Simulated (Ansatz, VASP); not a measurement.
# One calculation of Ru, two programs

```
Ru
1.0
     2.70822    0.00000    0.00000
    -1.35411    2.34539    0.00000
     0.00000    0.00000   23.84501
Ru
5
Direct
  0.66667 0.33333 0.31453
  0.33333 0.66667 0.40727
  0.00000 0.00000 0.50000
  0.66667 0.33333 0.59273
  0.33333 0.66667 0.68547
```

Alike in both runs: task single point; functional PBE; k mesh 11 × 11 × 1; occupations fermi-dirac, width 0.05 eV; no spin polarisation.

|  | VASP | Ansatz |
| --- | --- | --- |
| version | VASP 6.6.1 | Ansatz 0.2.0 |
| potentials or method | VASP PAW PBE potentials, release 64 (Ru_pv) | Ansatz PAW |
| plane-wave cutoff (eV) | 520 | 420 |
| valence electrons in the cell | 70 | 80 |

|  | VASP | Ansatz | Ansatz less VASP |
| --- | --- | --- | --- |
| gap on the k mesh at the Fermi level (eV) | none | none | - |
| rms of the force components (eV/Å) | 0.462 | 0.462 | +0.0005 |
| work function, face that differs most (eV) | 5.07 | 5.07 | +0.002 |

Atom by atom the forces differ by 0.001 eV/Å (rms over components). A gap of «none» marks a metal or a gap that the smearing closes. The two sets of potentials don't hold the same shells in valence.
